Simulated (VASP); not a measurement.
## InSb (strained zincblende): one r²SCAN single-point calculation in two programs

```cif
data_structure
_symmetry_space_group_name_H-M 'P 1'
_symmetry_Int_Tables_number 1
_cell_length_a 4.6358
_cell_length_b 4.6358
_cell_length_c 4.6843
_cell_angle_alpha 59.653
_cell_angle_beta 59.653
_cell_angle_gamma 60.693
_cell_volume 71.17
loop_
_atom_site_label
_atom_site_type_symbol
_atom_site_fract_x
_atom_site_fract_y
_atom_site_fract_z
_atom_site_occupancy
In1 In 0.00000 0.00000 0.00000 1
Sb1 Sb 0.25000 0.25000 0.25000 1
```

Each program uses its own PAW datasets. VASP's cell holds 18 valence electrons and Ansatz's 28. Ansatz's stress includes a Pulay correction; VASP's doesn't.

Cutoffs: 520 eV in VASP, 500 eV in Ansatz. k meshes: 6×6×6 and 6×6×6.

```json
{"": "gap between bands v and c", "VASP": "0.01 eV", "Ansatz": "0.01 eV"}
{"": "least direct gap", "VASP": "0.10 eV", "Ansatz": "0.10 eV"}
{"": "pressure", "VASP": "-0.3 GPa", "Ansatz": "-0.4 GPa"}
```

Band v is the last that the valence electrons fill when counted band by band, and c is the next. Levels in eV from the top of v, Ansatz:

| point | v−1 | v | c | c+1 |
| --- | --- | --- | --- | --- |
| Γ | -0.09 | -0.09 | 0.01 | 3.14 |
| X | -2.33 | -2.33 | 1.41 | 1.53 |
| K | -3.07 | -1.88 | 1.87 | 3.95 |
| L | -1.10 | -0.97 | 0.69 | 4.00 |
| W | -2.83 | -2.68 | 3.54 | 4.12 |

VASP:

| point | v−1 | v | c | c+1 |
| --- | --- | --- | --- | --- |
| Γ | -0.09 | -0.09 | 0.01 | 3.13 |
| X | -2.33 | -2.33 | 1.41 | 1.52 |
| K | -3.08 | -1.89 | 1.86 | 3.94 |
| L | -1.10 | -0.97 | 0.68 | 3.98 |
| W | -2.84 | -2.69 | 3.54 | 4.11 |
